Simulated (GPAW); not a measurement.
The system is SrO.

```xyz
2
Lattice="0.0000 2.5663 2.5663 2.5663 0.0000 2.5663 2.5663 2.5663 0.0000" Properties=species:S:1:pos:R:3 pbc="T T T"
Sr    2.5663    2.5663    2.5663
O     0.0000    0.0000    0.0000
```

Base run:

```yaml
Program: GPAW 26.7.0
Functional: vdW-DF
Potentials_or_basis: GPAW PAW data sets (gpaw-data 1.2.1)
Cutoff: 800 eV
Basis: pw
k_mesh: 7 × 7 × 7
Occupations: fermi-dirac, width 0.05 eV
Spin: spin-orbit coupling, no magnetisation
```

Its results: band gap on the k mesh 3.63 eV, indirect (least direct gap 3.70 eV).

Problem. The run is repeated on the same cell with these changes: functional from vdW-DF to vdW-DF2; spin axis theta (degrees) from 54.7 to 90. What comes out?

Solution. Band gap on the k mesh 3.55 eV, indirect (least direct gap 3.62 eV).

Caveats: spin-orbit coupling was added after a scalar SCF, so levels and gaps hold it while energy, forces, pressure and moments don't; this program's spin-orbit splittings come out too wide for heavy elements; the mesh misses the band edges, which the band path finds closer together.

Not every run made on this cell is shown here.
